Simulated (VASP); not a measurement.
# NaF (Villiaumite) (Fm-3m) in VASP: a series of runs

The runs below take NaF (Villiaumite) through single point, with r2SCAN.

All numbers are computed with VASP 6.6.1; they aren't measurements. Logs are shortened: lines on timing, memory, paths and dates and some standing lists are left out, and cuts for length are marked.

## (1) The crystal as given

The structure is cubic, space group Fm-3m (No. 225). Conventional cell: a = 4.640 Å, b = 4.640 Å, c = 4.640 Å, α = 90.00°, β = 90.00°, γ = 90.00°. Na (site symmetry m-3m) has 6 F at 2.32 Å as nearest neighbours. Around F (site symmetry m-3m) lie 6 Na at 2.32 Å.

## (2) Single point, r2SCAN

INCAR

```
PREC     = Low            # precision mode
ENCUT    = 450            # plane-wave cutoff, eV
EDIFF    = 1E-6           # SCF threshold, eV
ISMEAR   = 0              # smearing method
SIGMA    = 0.05           # smearing width, eV
LREAL    = F              # projectors in reciprocal space
LASPH    = T              # aspherical terms in the spheres
NELM     = 100            # most SCF steps
ALGO     = Normal         # electronic algorithm
ISIF     = 2              # what is computed and relaxed
LWAVE    = F              # write WAVECAR
LCHARG   = F              # write CHGCAR
METAGGA  = R2SCAN         # meta-GGA
LMIXTAU  = T            
ADDGRID  = F
```

KPOINTS

```
Automatic mesh
0
Gamma
  5 5 5
```

POSCAR

```
NaF
1.0
    0.0000000000      2.3200000000      2.3200000000
    2.3200000000      0.0000000000      2.3200000000
    2.3200000000      2.3200000000      0.0000000000
Na F
1 1
Direct
    0.0258840000     -0.0367460000      0.0017760000
    0.4822430000      0.5377660000      0.4799550000
```

Potentials or basis: VASP PAW PBE potentials, release 64 (Na_pv, F).

On the command line:

```bash
cat potpaw_PBE.64/Na_pv/POTCAR potpaw_PBE.64/F/POTCAR > POTCAR
mpirun -np 1 vasp_std > vasp.out
```

OUTCAR:

```text
PREC = Low
   ENCUT = 450
   EDIFF = 1E-6
   ISMEAR = 0
   LREAL = F
   LASPH = T
   NELM = 100
   ISIF = 2
   METAGGA = R2SCAN

 Found     63 irreducible k-points:

 Following reciprocal coordinates:
            Coordinates               Weight
  0.000000  0.000000  0.000000      1.000000
  0.200000  0.000000  0.000000      2.000000
  0.000000  0.200000  0.000000      2.000000
  0.000000  0.000000  0.200000      2.000000
  0.200000  0.200000  0.200000      2.000000
  0.400000  0.000000  0.000000      2.000000
   k-points           NKPTS =     63   k-points in BZ     NKDIM =     63   number of bands    NBANDS=     11
   number of dos      NEDOS =    301   number of ions     NIONS =      2
   total plane-waves  NPLWV =   5832
   dimension x,y,z NGX =    18 NGY =   18 NGZ =   18
   dimension x,y,z NGXF=    20 NGYF=   20 NGZF=   20
   ions per type =               1   1
   NGX,Y,Z   is equivalent  to a cutoff of   9.12,  9.12,  9.12 a.u.
   NGXF,Y,Z  is equivalent  to a cutoff of  10.13, 10.13, 10.13 a.u.
 SYSTEM =  unknown system
   PREC   = low       normal or accurate (medium, high low for compatibility)
   ISTART =      0    job   : 0-new  1-cont  2-samecut
   ICHARG =      2    charge: 1-file 2-atom 10-const
   ISPIN  =      1    spin polarized calculation?
   LNONCOLLINEAR =      F non collinear calculations
   LSORBIT =      F    spin-orbit coupling
   LASPH  =      T    aspherical Exc in radial PAW
   ENCUT  =  450.0 eV  33.07 Ry    5.75 a.u.   5.67  5.67  5.67*2*pi/ulx,y,z
   NELM   =    100;   NELMIN=  2; NELMDL= -5     # of ELM steps
   EDIFF  = 0.1E-05   stopping-criterion for ELM
   LREAL  =      F    real-space projection
   EDIFFG = 0.1E-04   stopping-criterion for IOM
   NSW    =      0    number of steps for IOM
   IBRION =     -1    ionic relax: 0-MD 1-quasi-New 2-CG
   NFREE  =      0    steps in history (QN), initial steepest desc. (CG)
   ISIF   =      2    stress and relaxation
   ISYM   =      2    0-nonsym 1-usesym 2-fastsym
   POTIM  = 0.5000    time-step for ionic-motion
   TEBEG  =    0.0;   TEEND  =   0.0 temperature during run
   PSTRESS=    0.0 pullay stress
   NELECT =      14.0000    total number of electrons
   NUPDOWN=      -1.0000    fix difference up-down
   EMIN   =  10.00;   EMAX   =-10.00  energy-range for DOS
   EFERMI =   0.00;   METHOD = LEGACY
   ISMEAR =     0;   SIGMA  =   0.05  broadening in eV -4-tet -1-fermi 0-gaus
   EFERMI_NEDOS =   21; number of points for ismear=-14 and -15
   IALGO  =     38    algorithm
   IMIX   =      4    mixing-type and parameters
     AMIX     =   0.40;   BMIX     =  1.00
     AMIX_MAG =   1.60;   BMIX_MAG =  1.00
  volume/ion in A,a.u.               =      12.49        84.27
  Fermi-wavevector in a.u.,A,eV,Ry     =   1.349852  2.550851 24.791186  1.822101
  Thomas-Fermi vector in A             =   2.477405
   LORBIT       =      0    0 simple, 1 ext, 2 COOP (PROOUT), +10 PAW based schemes
   METAGGA = R2SCAN    functional components
   LHFCALC =     F    Hartree Fock is set to
   AEXX    =    0.0000 exact exchange contribution
   IVDW    =     0    specifies the selected vdW correction
   LEPSILON=     F    determine dielectric tensor
   LRPA    =     F    only Hartree local field effects (RPA)
 non-spin polarized calculation
 Gauss-broadening in eV      SIGMA  =   0.05
  energy-cutoff  :      450.00
  volume of cell :       24.97
 maximum number of plane-waves:       552
   NGX = 11   NGY = 11   NGZ = 11

 number of electron      13.9999733 magnetization

 Free energy of the ion-electron system (eV)
  ---------------------------------------------------
  ext. energy  EPLUGINS =         0.00000000
  ---------------------------------------------------
  free energy    TOTEN  =       -12.57496039 eV

  energy without entropy =      -12.57496039  energy(sigma->0) =      -12.57496039

 E-fermi :  -2.4769     XC(G=0):  -9.7382

 val. band max:       -2.7548668307   @ k =   0.0000   0.0000   0.0000
 cond. band min:       4.3909823364   @ k =   0.0000   0.0000   0.0000
 fundamental gap:      7.1458491671
 Fermi energy:        -2.4768929137

 k-point     1 :       0.0000    0.0000    0.0000
  band No.  band energies     occupation
      1     -23.0756      2.00000
      2     -22.2257      2.00000
      3     -22.2225      2.00000
      4     -22.1848      2.00000
      5      -2.7737      2.00000
      6      -2.7665      2.00000
      7      -2.7549      2.00000
      8       4.3910      0.00000
      9      17.0312      0.00000
     10      17.1056      0.00000
     11      17.2284      0.00000

 k-point     2 :       0.2000    0.0000    0.0000
  band No.  band energies     occupation
      1     -23.2351      2.00000
      2     -22.2335      2.00000
      3     -22.2271      2.00000
      4     -21.9785      2.00000
      5      -3.3785      2.00000
      6      -2.8595      2.00000
      7      -2.8396      2.00000
      8       5.6597      0.00000
      9      13.9747      0.00000
     10      17.6042      0.00000
     11      17.7722      0.00000

 k-point     3 :       0.0000    0.2000    0.0000
  band No.  band energies     occupation
      1     -23.2220      2.00000
      2     -22.2302      2.00000
      3     -22.2263      2.00000
      4     -21.9957      2.00000
      5      -3.3724      2.00000
      6      -2.8634      2.00000
      7      -2.8557      2.00000
      8       5.6672      0.00000
      9      14.0346      0.00000
     10      17.6530      0.00000
     11      17.7305      0.00000

 k-point     4 :       0.0000    0.0000    0.2000
  band No.  band energies     occupation
      1     -23.2403      2.00000
      2     -22.2365      2.00000
      3     -22.2275      2.00000
      4     -21.9698      2.00000
      5      -3.3795      2.00000
      6      -2.8572      2.00000
      7      -2.8351      2.00000
      8       5.6561      0.00000
      9      13.9498      0.00000
     10      17.6241      0.00000
     11      17.7534      0.00000

 k-point     5 :       0.2000    0.2000    0.2000
  band No.  band energies     occupation
      1     -23.2417      2.00000
      2     -22.2361      2.00000
      3     -22.2298      2.00000
      4     -21.9666      2.00000
      5      -3.3834      2.00000
      6      -2.8514      2.00000
      7      -2.8342      2.00000
      8       5.6531      0.00000
      9      13.9423      0.00000
     10      17.6369      0.00000
     11      17.7410      0.00000

 k-point     6 :       0.4000    0.0000    0.0000
  band No.  band energies     occupation
      1     -23.4145      2.00000
      2     -22.2388      2.00000
      3     -22.2337      2.00000
      4     -21.7267      2.00000
      5      -4.1662      2.00000
      6      -2.9970      2.00000
      7      -2.9741      2.00000
      8       8.1268      0.00000
      9      11.2759      0.00000
     10      18.3021      0.00000
     11      18.5057      0.00000

 [... further k-points ...]

------------------------ aborting loop because EDIFF is reached ----------------------------------------

  FORCE on cell =-STRESS in cart. coord.  units (eV):
  Direction    XX          YY          ZZ          XY          YZ          ZX
  --------------------------------------------------------------------------------------
  -------------------------------------------------------------------------------------
  Total       -0.3537414     -0.1465818     -0.5169543      0.1339278      0.0517564      0.0339610
  in kB      -22.6935515     -9.4036534    -33.1641419      8.5918621      3.3203251      2.1786967
  external PRESSURE =     -21.7537823 kB  Pullay stress =       0.0000000 kB

 VOLUME and BASIS-vectors are now :
 -----------------------------------------------------------------------------
  energy-cutoff  :      450.00
  volume of cell :       24.97
      direct lattice vectors                 reciprocal lattice vectors
     0.000000000  2.320000000  2.320000000    -0.215517241  0.215517241  0.215517241
     2.320000000  0.000000000  2.320000000     0.215517241 -0.215517241  0.215517241
     2.320000000  2.320000000  0.000000000     0.215517241  0.215517241 -0.215517241

 POSITION                                       TOTAL-FORCE (eV/Angst)
 -----------------------------------------------------------------------------------
      2.23887      0.06417      2.29480         0.250661     -0.445098      0.206080
      2.36111      2.23230      2.36642        -0.250661      0.445098     -0.206080
 -----------------------------------------------------------------------------------
    total drift:                               -0.113624     -0.174789      0.137332

  FREE ENERGIE OF THE ION-ELECTRON SYSTEM (eV)
  ---------------------------------------------------
  free  energy   TOTEN  =       -12.5749603893 eV

  energy  without entropy=      -12.5749603893  energy(sigma->0) =      -12.57496039
```

Run time: 37 s. Hardware: 1 thread of Intel Xeon Platinum 8488C (Sapphire Rapids), shared host; peak memory 0.11 GiB.

These settings aren't checked as converged: the numbers below hold their error.

Results:

* Free energy: -12.5750 eV
* Largest force: 0.551 eV/Å
* Band gap on the k mesh: 7.15 eV, direct

Caveat: the k mesh is coarse (spacing up to 0.47 Å⁻¹), so the values aren't converged; the cutoff is under 1.25 times the usual one of these potentials, so pressure, stress and relaxed cells hold a basis-set (Pulay) error; the PAW data sets were made with another functional, which shifts forces and pressure a little.

## (3) Single point, r2SCAN

INCAR: that of step 2 with these lines changed.

```diff
@@ -1,2 +1,2 @@
-PREC     = Low            # precision mode
+PREC     = Normal         # precision mode
 ENCUT    = 450            # plane-wave cutoff, eV
```

KPOINTS is that of step 2.

POSCAR

```
NaF
1.0
    0.0000000000      2.3200000000      2.3200000000
    2.3200000000      0.0000000000      2.3200000000
    2.3200000000      2.3200000000      0.0000000000
Na F
1 1
Direct
    0.0000000000      0.0000000000      0.0000000000
    0.5000000000      0.5000000000      0.5000000000
```

Potentials or basis: VASP PAW PBE potentials, release 64 (Na_pv, F).

On the command line:

```bash
cat potpaw_PBE.64/Na_pv/POTCAR potpaw_PBE.64/F/POTCAR > POTCAR
mpirun -np 1 vasp_std > vasp.out
```

OUTCAR:

```text
PREC = Normal
   ENCUT = 450
   EDIFF = 1E-6
   ISMEAR = 0
   LREAL = F
   LASPH = T
   NELM = 100
   ISIF = 2
   METAGGA = R2SCAN

 Found     10 irreducible k-points:

 Following reciprocal coordinates:
            Coordinates               Weight
  0.000000  0.000000  0.000000      1.000000
  0.200000  0.000000  0.000000      8.000000
  0.400000  0.000000  0.000000      8.000000
  0.200000  0.200000  0.000000      6.000000
  0.400000  0.200000  0.000000     24.000000
 -0.400000  0.200000  0.000000     24.000000
   k-points           NKPTS =     10   k-points in BZ     NKDIM =     10   number of bands    NBANDS=     11
   number of dos      NEDOS =    301   number of ions     NIONS =      2
   total plane-waves  NPLWV =   5832
   dimension x,y,z NGX =    18 NGY =   18 NGZ =   18
   dimension x,y,z NGXF=    36 NGYF=   36 NGZF=   36
   ions per type =               1   1
   NGX,Y,Z   is equivalent  to a cutoff of   9.12,  9.12,  9.12 a.u.
   NGXF,Y,Z  is equivalent  to a cutoff of  18.24, 18.24, 18.24 a.u.
 SYSTEM =  unknown system
   PREC   = normal    normal or accurate (medium, high low for compatibility)
   ISTART =      0    job   : 0-new  1-cont  2-samecut
   ICHARG =      2    charge: 1-file 2-atom 10-const
   ISPIN  =      1    spin polarized calculation?
   LNONCOLLINEAR =      F non collinear calculations
   LSORBIT =      F    spin-orbit coupling
   LASPH  =      T    aspherical Exc in radial PAW
[... 68 lines left out ...]
      9      17.0145      0.00000
     10      17.0153      0.00000
     11      17.0153      0.00000
[... 57 lines left out ...]
 k-point     6 :      -0.4000    0.2000    0.0000
  band No.  band energies     occupation
      1     -23.2870      2.00000
      2     -22.3059      2.00000
      3     -22.2726      2.00000
      4     -21.8449      2.00000
      5      -4.0448      2.00000
      6      -3.3084      2.00000
      7      -3.0500      2.00000
      8       9.5727      0.00000
      9      10.9813      0.00000
     10      15.6379      0.00000
     11      18.6549      0.00000

 [... further k-points ...]

------------------------ aborting loop because EDIFF is reached ----------------------------------------

  FORCE on cell =-STRESS in cart. coord.  units (eV):
  Direction    XX          YY          ZZ          XY          YZ          ZX
  --------------------------------------------------------------------------------------
  -------------------------------------------------------------------------------------
  Total       -0.5881625     -0.5881625     -0.5881625      0.0000000      0.0000000      0.0000000
  in kB      -37.7323598    -37.7323598    -37.7323598      0.0000000      0.0000000      0.0000000
  external PRESSURE =     -37.7323598 kB  Pullay stress =       0.0000000 kB

 VOLUME and BASIS-vectors are now :
 -----------------------------------------------------------------------------
  energy-cutoff  :      450.00
  volume of cell :       24.97
      direct lattice vectors                 reciprocal lattice vectors
     0.000000000  2.320000000  2.320000000    -0.215517241  0.215517241  0.215517241
     2.320000000  0.000000000  2.320000000     0.215517241 -0.215517241  0.215517241
     2.320000000  2.320000000  0.000000000     0.215517241  0.215517241 -0.215517241

 POSITION                                       TOTAL-FORCE (eV/Angst)
 -----------------------------------------------------------------------------------
      0.00000      0.00000      0.00000        -0.000000     -0.000000     -0.000000
      2.32000      2.32000      2.32000         0.000000      0.000000      0.000000
 -----------------------------------------------------------------------------------
    total drift:                               -0.000000      0.000000     -0.000000

  FREE ENERGIE OF THE ION-ELECTRON SYSTEM (eV)
  ---------------------------------------------------
  free  energy   TOTEN  =       -12.6082257029 eV

  energy  without entropy=      -12.6082257029  energy(sigma->0) =      -12.60822570
```

OSZICAR:

```text
N       E                     dE             d eps       ncg     rms          rms(c)
DAV:   1     0.976827270982E+02    0.97683E+02   -0.78886E+03   237   0.141E+03
DAV:   2    -0.103555163803E+02   -0.10804E+03   -0.10189E+03   226   0.349E+02
DAV:   3    -0.160635926874E+02   -0.57081E+01   -0.56903E+01   259   0.829E+01
[... 13 lines left out ...]
DAV:  17    -0.126082807699E+02    0.39544E-04   -0.26726E-05   232   0.630E-02    0.635E-03
DAV:  18    -0.126082197513E+02    0.61019E-04   -0.39789E-06   220   0.312E-02    0.747E-03
DAV:  19    -0.126082518340E+02   -0.32083E-04   -0.48971E-06   238   0.341E-02    0.280E-04
DAV:  20    -0.126082262388E+02    0.25595E-04   -0.29294E-07   205   0.788E-03    0.515E-04
DAV:  21    -0.126082257029E+02    0.53583E-06   -0.67047E-08   110   0.347E-03
   1 F= -.12608226E+02 E0= -.12608226E+02  d E =-.123058E-12
```

Run time: 11 s. Hardware: 1 thread of Intel Xeon Platinum 8488C (Sapphire Rapids), shared host; peak memory 0.11 GiB.

These settings aren't checked as converged: the numbers below hold their error.

What came out:

```yaml
Free_energy: -12.6082 eV
Band_gap_on_the_k_mesh: 7.15 eV, direct
```

Caveat: the k mesh is coarse (spacing up to 0.47 Å⁻¹), so the values aren't converged; the cutoff is under 1.25 times the usual one of these potentials, so pressure, stress and relaxed cells hold a basis-set (Pulay) error; the PAW data sets were made with another functional, which shifts forces and pressure a little.
